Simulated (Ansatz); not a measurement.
How far is PAW off for Pb?

```xyz
1
Lattice="0.0000 2.4948 2.4948 2.4948 0.0000 2.4948 2.4948 2.4948 0.0000" Properties=species:S:1:pos:R:3 pbc="T T T"
Pb    0.0000    0.0000    0.0000
```

The conventional cell has a = 4.990 Å, b = 4.990 Å, c = 4.990 Å, α = 90.00°, β = 90.00°, γ = 90.00°. Pb (atom 1) is surrounded by 12 Pb at 3.53 Å.

The cell is the one relaxed in the Materials Project (mp-20483), not relaxed further here; entries there can be hypothetical.

Spin–orbit coupling is left out, though it moves levels of the heavy atoms by tenths of an eV or more.

Methods: DFT, LDA, PAW with Ansatz's default frozen-core files, scalar-relativistic (Ansatz 0.2.0); DFT, LDA, all-electron LAPW, scalar-relativistic (Ansatz 0.2.0).

For PAW: a Γ-centred 13×13×13 k mesh, Fermi–Dirac smearing of 0.05 eV, cutoff 420 eV, no spin polarisation; the PAW files were made with PBE, and the program remakes their frozen cores for this functional. LAPW targets a basis error of 1 meV/atom. The Ansatz runs share mesh, smearing and spin set-up. Plane-wave (PAW) pressures include the program's estimate of the Pulay term.

Stress and pressure are positive in compression.

Levels count from the Fermi level.

PAW results:

```tsv
quantity	PAW
pressure (GPa)	-2.93
highest filled level at X (eV)	-3.224
lowest empty level at X (eV)	1.936
highest filled level at U (eV)	-1.219
lowest empty level at U (eV)	2.834
highest filled level at L (eV)	-4.125
lowest empty level at L (eV)	5.326
```

Problem. What does full-potential LAPW give for the same quantities?

Solution. 
| quantity | LAPW |
| --- | --- |
| pressure (GPa) | -2.92 |
| highest filled level at X (eV) | -3.226 |
| lowest empty level at X (eV) | 1.935 |
| highest filled level at U (eV) | -1.221 |
| lowest empty level at U (eV) | 2.832 |
| highest filled level at L (eV) | -4.126 |
| lowest empty level at L (eV) | 5.325 |
